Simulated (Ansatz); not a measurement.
Bi, DFT, PBE, all-electron LAPW, scalar-relativistic (Ansatz 0.2.0), run on 1 thread of Intel(R) Xeon(R) Platinum 8488C (Sapphire Rapids) on a shared host.

The cell is a measured one (Crystallography Open Database entry 8100521); the temperature and pressure of the measurement aren't taken into account, and nothing was relaxed. The listed cell was then made from it by scaling, straining or moving an atom.

Command: `ansatz run input.yaml --threads 1 --pin off --max-ram 3072MiB --backend cpu --events-out ev --progress --plain --runs-dir out`

```yaml
crystal:
  lattice:
    - [3.351557, -3.0720814, -0.0014044]
    - [3.321003, 3.0387186, -0.0319584]
    - [-1.16644455, -0.00970965, 3.0986649]
  atoms:
    - { symbol: Bi, position: [0.2518, 0.2518, 0.149] }
    - { symbol: Bi, position: [0.7482, 0.7482, 0.851] }
kpoints:
  mp_grid: { grid: [8, 8, 11] }
  band_path:
    path:
      - [0.0, 0.0, 0.0]
      - [-0.5, 0.0, 0.0]
      - [0.0, -0.5, 0.0]
      - [0.0, 0.0, 0.0]
      - [0.0, 0.0, 0.5]
      - [-0.5, -0.5, 0.5]
      - [0.0, 0.0, 0.0]
      - [0.0, -0.5, 0.5]
      - [-0.5, 0.0, 0.5]
    npoints: 5
scf:
  occupations: { method: fermi_dirac, width: 0.05 }
hamiltonian:
  xc: pbe
  pseudopotentials: { kind: all_electron, lapw: { basis_error: 0.00025 } }
output:
  forces: true
  stress: true
  eigenvalues: true
```

Question: How large is the problem that the program sets up?

Answer: 354 irreducible k-points, 507 plane waves at Γ, 45 bands.

Question: About how long does it take, and how much memory does it use?

Answer: 110 s of wall time for 7 SCF iterations, with a peak of 1.4 GiB. Times on shared machines scatter by tens of per cent.
